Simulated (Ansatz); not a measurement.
# C (R-3m) in Ansatz: band structure with HSE06

Aim: the band structure of C with HSE06.

Program: Ansatz 0.2.0. These are calculated values, not measurements. Logs are shortened: lines on timing, memory, paths and dates and some standing lists are left out, and cuts for length are marked.

**1. The crystal as given**

Symmetry: R-3m, No. 166, trigonal system. Conventional cell: a = 2.466 Å, b = 2.466 Å, c = 24.848 Å, α = 90.00°, β = 90.00°, γ = 120.00°. C (site symmetry 3m) is surrounded by 3 C at 1.42 Å. Around C (site symmetry 3m) lie 3 C at 1.42 Å.

This isn't the form of C at room conditions, which is graphite.

**2. Band structure, HSE06**

input

```
crystal:
  lattice:
    - [1.2331880975, 0.7119814801, 8.2826151019]
    - [-1.2331880975, 0.7119814801, 8.2826151019]
    - [0.0, -1.4239629601, 8.2826151019]
  atoms:
    - { symbol: C, position: [0.08717308, 0.08717308, 0.08717308] }
    - { symbol: C, position: [0.75385006, 0.75385006, 0.75385006] }
    - { symbol: C, position: [0.24614994, 0.24614994, 0.24614994] }
    - { symbol: C, position: [0.91282692, 0.91282692, 0.91282692] }
hamiltonian:
  xc: hse06
  pseudopotentials: { kind: paw }
kpoints:
  mp_grid: { grid: [8, 8, 8] }
  band_path:
    path:
      - [[0.0, 0.0, 0.0], [0.5, 0.0, 0.0], [0.5, 0.1715928569, -0.1715928569]]
      - [[0.8284071431, 0.5, 0.1715928569], [0.5, 0.5, 0.5], [0.0, 0.0, 0.0], [0.3357964284, 0.0, -0.3357964284]]
      - [[0.6642035716, 0.3357964284, 0.0], [0.5, 0.5, 0.0], [0.6642035716, 0.6642035716, 0.1715928569], [0.5, 0.5, 0.5]]
      - [[0.5, 0.0, 0.0], [0.8284071431, 0.3357964284, 0.3357964284]]
    npoints: 4
scf:
  occupations: { method: fermi_dirac, width: 0.05 }
  n_extra_bands: 10
output:
  forces: true
  stress: true
  eigenvalues: true
  fatbands: false
```

Potentials or basis: Ansatz PAW.

Log:

```text
Warning: output.stress: scf.convergence.dr2_threshold = 1e-7 eV (the SCF's general default) is looser than the 4e-10 eV advised for a printed stress (1e-10 eV for each atom of the cell: 4). What an SCF threshold leaves in a stress goes as its square root, and in the free energy as the threshold itself, and one threshold admits the most on a small cell: of the crystals measured, under no hybrid functional and no lock of the moments, on runs that ended without the residual-converged pass, on stresses that held no estimate of that error, the worst erred by over 100 MPa in a component at 1e-7 eV an atom and by under 5 at 1e-10. Set scf.convergence.dr2_threshold to 4e-10 eV or tighter. The threshold is an SCF's pass mark: one that does not reach it within its budget of iterations ends unconverged, or closes short of it on a stop that the run arms, and scf.convergence.dr2_threshold's page says what that costs each kind of run
Warning: output.stress: scf.exx.energy_threshold = 1e-6 eV is looser than the 4e-8 eV advised for a stress under a hybrid functional (1e-8 eV for each atom of the cell: 4). Every SCF of the exchange loop can meet its threshold on dr2 while the loop round them stops early: no threshold on dr2 bounds what that leaves in the stress. Set scf.exx.energy_threshold to 4e-8 eV or tighter. The threshold is the loop's pass mark: a loop that does not reach it within its budget of cycles ends unconverged, and scf.exx.energy_threshold's page has the law
basis.fft_grid_basis auto: the FFT boxes are laid along the combinations [[1, 0, -1], [0, 1, -1], [0, 0, 1]] of the cell's own vectors, 2.466, 2.466 and 8.404 Å long. The dense box has 18×18×60 points. Along the cell's own vectors, as sized, it would have 60×60×60, 11.11 times as many. Of the 12 symmetry operations that the crystal satisfies within crystal.symmetry.tolerance (time reversal apart; of a slab, those that keep its plane) the dense box along the cell's own vectors carries 12, and the one as laid loses 8 of those. basis.fft_grid_basis: typed keeps the cell's own vectors: state it where this run's energies or levels are differenced outside the engine with another run's, or held beside a run that keeps those vectors.
scf.n_extra_bands = 10 over 8 filled bands (N_el = 16.0): the run solves 18 bands
GPUs: using 1 of 1 available (devices: 1).
Engine: ansatz 0.2.0, x86_64-unknown-linux-gnu
Pseudopotentials: kind: paw
Pseudopotential: C, paw, valence charge 4, recommended cutoff 420 eV (normal), C.paw.azcp
Functional definition: HSE06
  parameter a = 0.25
  parameter omega = 0.11/bohr
  exchange = pbe_x - a*pbe_x_sr(omega) + a*exact_x_sr(omega)
  correlation = pbe_c
device memory: the entry about to start is reckoned to put 1.0 GiB on a device that reports 53.8 GiB free (of which the cap on the GPU budget leaves the run 18.0 GiB)
GPU FFT provider: cuFFT
GPU libraries: cuBLAS 13.8.2, cuFFT 12.4.0, cuSOLVER 12.3.4
Crystal: 4 atoms, lattice volume = 43.633 Å³
Basis set: ecut = 420 eV, 819 PW (Γ), FFT grids on a1−a3, a2−a3, a3, exchange–correlation on 36×36×120 points (8 copies of the dense FFT grid, shifted against one another)
Bands: 18, of which v1, the nominal top of the filled ones, is band 8 counted from 1 (7 counted from 0)
Symmetry: 12 space group operations
Space group: R-3m (ITA 166), of the structure as read, at distance tolerance 3.5e-5 Å
k-points: 65 of 512
Non-local potential: C, projectors of the file, l = 0: 2, l = 1: 2, l = 2: 1
PAW form: soft (Blöchl's): semilocal exchange-correlation on the pseudo side does not see the compensation charge
PAW frozen core: C, regenerated for the run's functional, and the local potential with it (the file was generated under x = pbe(κ = 0.804, μ = 0.2195149727645171), c = pbe(β = 0.06672455060314922))
PAW one-centre angular grid: C, 110 points (default); XC on 64 Gauss nodes
Initial density: superposition of atomic densities (neutral atoms: chi_scale 0, normalization atom), corrected by the library's trained network
Initial wavefunctions: pseudopotential atomic-orbital guess
GPU buffer pool allocated for 19440 grid points (all kernels)
GPU transforms: local potential and band sums: pruned to the plane-wave sphere, on 18×18×60
Functional: x = pbe(κ = 0.804, μ = 0.2195149727645171), c = pbe(β = 0.06672455060314922), warm-up for x = pbe(κ = 0.804, μ = 0.2195149727645171) + 0.25 (exact − pbe) at short range (hse, ω = 0.20786987370883472 Å⁻¹), c = pbe(β = 0.06672455060314922); HSE06 as pw.x's `hse` composes it (authors' and Libxc's form: `xc: wpbeh`)
SCF iter   1: F=—  HF=-1003.769098 eV  |F-HF|=—  |Δ(HF+E_count)|=         —  Δρ=3.98e-3  dr2=8.43e-3  ethr=1.77e-3  ⟨swp⟩=8.5  Hψ=5835  notcnv=0
preconditioner: auto → none  [insulator: Δε(μ)=1.699 eV  Ē_g=19.182 eV  σ=0.050 eV  W_gap=1.00  n_scr=6 (ndim 8)  ℏωp=22.5 eV  f_vac=0.206  D(μ)=0.00/eV (n_scr^D=0)]
iter 2 solved again at ethr=4.47e-6 eV; its pass at ethr=5.27e-5 eV (dr2=7.15e-4 eV) is discarded
SCF iter   2: F=—  HF=-1003.767200 eV  |F-HF|=—  |Δ(HF+E_count)|=   1.90e-3  Δρ=1.58e-3  dr2=7.13e-4  ethr=4.47e-6  ⟨swp⟩=2.3  Hψ=4811  notcnv=0
SCF iter   3: F=-1003.767546 eV  HF=-1003.767519 eV  |F-HF|=2.66e-5  |Δ(HF+E_count)|=   3.19e-4  Δρ=4.48e-4  dr2=4.63e-5  ethr=4.46e-6  ⟨swp⟩=3.0  Hψ=2400  notcnv=0
SCF 1 stopped early in 3 iterations: F = -1003.767546 eV  dr2 = 4.63e-5
device memory: the entry about to start is reckoned to put 1.6 GiB on a device that reports 53.8 GiB free (of which the cap on the GPU budget leaves the run 18.0 GiB)
GPU FFT provider: cuFFT
GPU libraries: cuBLAS 13.8.2, cuFFT 12.4.0, cuSOLVER 12.3.4
Initial density: handed on by an earlier stage of this run
Initial wavefunctions: those handed on with the density
GPU buffer pool allocated for 19440 grid points (all kernels)
GPU transforms: local potential and band sums: pruned to the plane-wave sphere, on 18×18×60
Functional: x = pbe(κ = 0.804, μ = 0.2195149727645171) + 0.25 (exact − pbe) at short range (hse, ω = 0.20786987370883472 Å⁻¹), c = pbe(β = 0.06672455060314922); HSE06 as pw.x's `hse` composes it (authors' and Libxc's form: `xc: wpbeh`)
Exchange kernel: α = 0.2500, screened, ω = 0.2079 Å⁻¹, Wigner–Seitz truncation, v(0) = 1045.1798 eV·Å³, q-mesh 8×8×8, nearest image of the exchange supercell L = 19.73 Å, pair-density grid 15×15×60, without the augmentation charges, whose exchange is taken in its separable form by FFT convolution over the k-point mesh (the finest that the files' search goes to), smooth part of the exact exchange by density-matrix convolution in up to 3.91 GiB of GPU memory as planned if the GPU has room (build and FFT work areas not counted)
Frozen-core exchange: fock
SCF iter   1: F=—  HF=-1003.774976 eV  |F-HF|=—  |Δ(HF+E_count)|=         —  Δρ=7.80e-3  dr2=1.40e-2  ethr=2.90e-6  ⟨swp⟩=9.0  Hψ=5857  notcnv=1
preconditioner: auto → none  [insulator: Δε(μ)=2.094 eV  Ē_g=21.351 eV  σ=0.050 eV  W_gap=1.00  n_scr=6 (ndim 8)  ℏωp=22.5 eV  f_vac=0.212  D(μ)=0.00/eV (n_scr^D=0)]
SCF iter   2: F=—  HF=-1003.769519 eV  |F-HF|=—  |Δ(HF+E_count)|=   5.46e-3  Δρ=3.07e-3  dr2=1.57e-3  ethr=2.90e-6  ⟨swp⟩=3.6  Hψ=3345  notcnv=0  defer=1
SCF iter   3: F=—  HF=-1003.772090 eV  |F-HF|=—  |Δ(HF+E_count)|=   2.57e-3  Δρ=9.09e-4  dr2=1.37e-4  ethr=2.90e-6  ⟨swp⟩=3.7  Hψ=2405  notcnv=0  defer=12
SCF iter   4: F=—  HF=-1003.772042 eV  |F-HF|=—  |Δ(HF+E_count)|=   4.75e-5  Δρ=1.81e-4  dr2=1.67e-5  ethr=8.33e-7  ⟨swp⟩=3.1  Hψ=1885  notcnv=0
SCF iter   5: F=—  HF=-1003.772040 eV  |F-HF|=—  |Δ(HF+E_count)|=   2.77e-6  Δρ=7.70e-5  dr2=5.97e-6  ethr=8.13e-8  ⟨swp⟩=3.1  Hψ=2288  notcnv=0  defer=1
SCF iter   6: F=—  HF=-1003.772060 eV  |F-HF|=—  |Δ(HF+E_count)|=   2.00e-5  Δρ=6.83e-5  dr2=1.78e-6  ethr=2.43e-8  ⟨swp⟩=4.0  Hψ=2677  notcnv=0  defer=14
SCF iter   7: F=-1003.772059 eV  HF=-1003.772059 eV  |F-HF|=1.32e-7  |Δ(HF+E_count)|=   5.32e-7  Δρ=2.32e-5  dr2=2.56e-7  ethr=1.07e-8  ⟨swp⟩=3.0  Hψ=2053  notcnv=0  defer=4
SCF 2 stopped early in 7 iterations: F = -1003.772059 eV  dr2 = 2.56e-7
  Residual-converged pass: ⟨swp⟩=3.4  Hψ=2235  notcnv=0  max |occ|·‖R‖ = 6.4e-6 eV (tolerance 6.7e-6 eV)  dr2=2.53e-7  dr2_onsite=8.82e-10  max |Δocc| = 3.6e-17
hybrid outer 1: dexx = +3.423e-3 eV, tail = 1.66e-5 eV
GPU FFT provider: cuFFT
GPU libraries: cuBLAS 13.8.2, cuFFT 12.4.0, cuSOLVER 12.3.4
GPU buffer pool allocated for 19440 grid points (all kernels)
GPU transforms: local potential and band sums: pruned to the plane-wave sphere, on 18×18×60
Exchange kernel: α = 0.2500, screened, ω = 0.2079 Å⁻¹, Wigner–Seitz truncation, v(0) = 1045.1798 eV·Å³, q-mesh 8×8×8, nearest image of the exchange supercell L = 19.73 Å, pair-density grid 15×15×60, without the augmentation charges, whose exchange is taken in its separable form by FFT convolution over the k-point mesh (the finest that the files' search goes to), smooth part of the exact exchange by density-matrix convolution in up to 3.91 GiB of GPU memory as planned if the GPU has room (build and FFT work areas not counted)
Frozen-core exchange: fock
SCF iter   1: F=—  HF=-1003.772198 eV  |F-HF|=—  |Δ(HF+E_count)|=         —  Δρ=5.79e-5  dr2=6.98e-7  ethr=5.18e-7  ⟨swp⟩=5.3  Hψ=2922  notcnv=0
preconditioner: auto → none  [insulator: Δε(μ)=2.099 eV  Ē_g=21.398 eV  σ=0.050 eV  W_gap=1.00  n_scr=6 (ndim 8)  ℏωp=22.5 eV  f_vac=0.210  D(μ)=0.00/eV (n_scr^D=0)]
SCF iter   2: F=—  HF=-1003.772197 eV  |F-HF|=—  |Δ(HF+E_count)|=   1.59e-7  Δρ=1.21e-5  dr2=2.52e-8  ethr=3.55e-9  ⟨swp⟩=3.0  Hψ=2047  notcnv=0
SCF iter   3: F=—  HF=-1003.772198 eV  |F-HF|=—  |Δ(HF+E_count)|=   1.32e-7  Δρ=5.61e-6  dr2=8.80e-9  ethr=7.70e-11  ⟨swp⟩=5.1  Hψ=3025  notcnv=0  defer=24
SCF iter   4: F=-1003.772198 eV  HF=-1003.772198 eV  |F-HF|=9.23e-11  |Δ(HF+E_count)|=   1.71e-9  Δρ=9.31e-7  dr2=3.53e-10  ethr=5.24e-11  ⟨swp⟩=3.1  Hψ=2027  notcnv=0  defer=6
SCF 3 converged in 4 iterations: F = -1003.772198 eV  dr2 = 3.53e-10
  Residual-converged pass: ⟨swp⟩=3.2  Hψ=2215  notcnv=0  max |occ|·‖R‖ = 6.2e-7 eV (tolerance 6.3e-7 eV)  dr2=3.92e-10  dr2_onsite=9.32e-12  max |Δocc| = 1.5e-19
hybrid outer 2: dexx = +2.374e-7 eV, tail = 7.60e-9 eV, Δε = 2.28e-3 eV (about 4.93e-5 eV left of the loop's levels), ΔF = 1.79e-3 eV/Å (tail 3.41e-4)
device memory: the entry about to start is reckoned to put 0.4 GiB on a device that reports 60.6 GiB free (of which the cap on the GPU budget leaves the run 18.0 GiB)
NSCF: frozen V_eff on 40 k-points, pencils in batches of 32, up to order 80
hybrid SCF converged: 2 outer / 11 inner (+3 warm-up), last move |dexx| = 2.37e-7 eV, tail = 7.60e-9 eV
Stability not checked: this state was not tested for a lower state beside it, because the functional holds exact exchange (a hybrid, or Hartree-Fock), whose exchange loop this test does not read (fock_operator; see scf.lower_state_search)
Free energy (F): -1003.772198 eV
Frozen-core exchange: fock
Harris-Foulkes:  -1003.772198 eV  (|F-HF|=9.23e-11)
Internal energy: -1003.772198 eV  (E = F + TS)
E sigma→0 (E₀):  -1003.772198 eV
Fermi energy:    4.785993 eV
--- Per-component energies (eV) ---
  E_band       = -92.468256
  E_kinetic    = 361.864954
  E_local      = -869.531901  (includes V_loc(G=0)·N_el)
  E_nonlocal   = 107.080109
  E_hartree    = 297.399877
  E_xc         = -155.164626
  E_vxc        = -190.169121  (∫ρ·V_xc dr)
  E_exx        = -35.871999  (= α·E_x^exact, valence–valence)
  E_paw        = -397.675183  (= ΣΔE_a)
  E_vpaw       = -24.767933  (= ΣTr[D̂ρ^β])
  E_aug_tail   = 0.000028  (compensation charges beyond the density's cutoff)
  E_ewald      = -311.804584
  E_core_change = -0.068873  (= ΣΔE_core)
  E_smearing   = -0.000000  (= −TS)
  E_closure    = -0.000000  (closes the sum)
  Σ components = -1003.772198   (vs F -1003.772198, Δ=0.00e0)
--- Forces (eV/Å), atoms counted from 1 ---
  atom   1  C      0.00000000    -0.00000000    -0.00624251
  atom   2  C     -0.00000000    -0.00000000    -0.01535019
  atom   3  C      0.00000000     0.00000000     0.01535019
  atom   4  C     -0.00000000     0.00000000     0.00624251
  max |Σ_I F_I| component: 1.85e-17 eV/Å
--- Stress (GPa, compression-positive) ---
       -7.093211      -0.000000      -0.000000
       -0.000000      -7.093211       0.000000
       -0.000000       0.000000       0.251589
  P = ⅓ Tr σ = -4.6449 GPa (-46.449 kbar)
--- Band table (eV; the first three rows and the last of 65) ---
  k-point 0: bands = ["-17.2557", "-17.2005", "-4.3498", "-3.6968", "0.7987", "0.7987", "0.8022", "0.8022", "8.2933", "12.1286", "14.0549", "14.0549", "14.0651", "14.0651", "16.4282", "17.8513", "17.8945", "18.5211"]
  k-point 1: bands = ["-16.8533", "-16.8000", "-3.8492", "-3.2111", "-0.6991", "-0.6935", "0.0466", "0.0501", "8.7934", "12.5394", "14.0813", "14.0916", "15.6514", "15.6614", "16.4576", "16.5337", "16.9432", "19.2600"]
  k-point 2: bands = ["-15.6558", "-15.6080", "-3.9849", "-3.9731", "-2.3702", "-1.7798", "-1.3704", "-1.3669", "10.2907", "12.9129", "13.2657", "13.6677", "13.6820", "13.9774", "18.3358", "19.4773", "19.4870", "21.0944"]
  k-point 64: bands = ["-17.2400", "-17.2164", "-4.1350", "-3.9393", "0.7982", "0.7982", "0.8020", "0.8020", "9.5440", "9.9833", "14.0525", "14.0525", "14.0687", "14.0687", "17.8359", "17.9076", "18.5081", "18.5775"]
```

It took 100 s on 1 × NVIDIA H100 80GB HBM3 with 2 threads of AMD EPYC 7R13 (Zen 3), shared host; peak memory 3.1 GiB.

What came out:

* Free energy: -1003.7722 eV
* Pressure: -4.6 GPa
* Largest force: 0.015 eV/Å
* Band gap along the path: 0.10 eV, direct

Forces on the atoms (eV/Å):
```
C    0.000  0.000 -0.006
C    0.000  0.000 -0.015
C    0.000  0.000  0.015
C    0.000  0.000  0.006
```

Levels at the corners of the path, in eV from the valence-band top:
```
point  band 6  band 7  band 8  band 9  band 10  band 11
    Γ   -3.94   -3.94   -3.94    3.55     7.39     9.31
    L   -7.60   -2.98   -2.62    1.90     2.43     8.20
   B1  -12.01   -0.18    0.00    0.10     0.42    10.55
    B  -12.01   -0.18    0.00    0.10     0.42    10.55
    Z   -3.94   -3.94   -3.94    4.80     5.24     9.31
    Γ   -3.94   -3.94   -3.94    3.55     7.39     9.31
    X  -12.02   -0.10    0.00    0.11     0.34    10.55
    Q  -12.02   -0.10    0.00    0.11     0.34    10.55
    F   -7.60   -2.91   -2.70    2.00     2.31     8.18
   P1   -7.60   -2.93   -2.69    1.97     2.36     8.19
    Z   -3.94   -3.94   -3.94    4.80     5.24     9.31
    L   -7.60   -2.98   -2.62    1.90     2.43     8.20
    P   -7.60   -2.93   -2.69    1.97     2.36     8.19
```

Caveat: the pressure holds a Pulay correction of +0.4 GPa for the finite cutoff; the PAW data sets come from PBE, with cores solved anew for the run's functional, which leaves a small shift of forces and pressure; the thresholds are loose for stress.
